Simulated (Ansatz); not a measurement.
## Al3Ni2 under strain

Level of theory: Ansatz, DFT PBEsol, scalar-relativistic, plane waves, PAW. Run with 420 eV cutoff, 12×12×8 k-mesh, Gaussian smearing of 0.10 eV, no spin polarisation.

Reference structure (relaxed):

```yaml
crystal:
  lattice:
    - [4.00314, 0.00000, 0.00000]
    - [-2.00157, 3.46682, 0.00000]
    - [0.00000, 0.00000, 4.85946]
  atoms:
    - { symbol: Al, position: [0.00000, 0.00000, 0.00000] }
    - { symbol: Al, position: [0.33333, 0.66667, 0.64778] }
    - { symbol: Al, position: [0.66667, 0.33333, 0.35222] }
    - { symbol: Ni, position: [0.33333, 0.66667, 0.14557] }
    - { symbol: Ni, position: [0.66667, 0.33333, 0.85443] }
```

Deformation: biaxial strain in the a-b plane, with the length and tilt of c and the atoms relaxed, all within the symmetry that the strain leaves. Energies are extrapolated to zero smearing.

| strain (%) | ΔE (meV/atom) | a (Å) | b (Å) | c (Å) |
| --- | --- | --- | --- | --- |
| -3.0 | 26.6 | 3.883 | 3.883 | 4.933 |
| -2.0 | 11.7 | 3.923 | 3.923 | 4.904 |
| -1.0 | 2.9 | 3.963 | 3.963 | 4.880 |
| +0.0 | 0.0 | 4.003 | 4.003 | 4.859 |
| +1.0 | 2.7 | 4.043 | 4.043 | 4.841 |
| +2.0 | 10.7 | 4.083 | 4.083 | 4.825 |
| +3.0 | 23.5 | 4.123 | 4.123 | 4.810 |

(1) What stiffness (1/V) d²E/dε² at zero strain does a cubic fit over all points give?

(2) How does the free axis c answer a small strain?

## Answers

(1) A cubic fit gives (1/V) d²E/dε² = 660 GPa at zero strain (twice the biaxial modulus).

(2) Between the innermost points its strain is -0.40 times the applied one.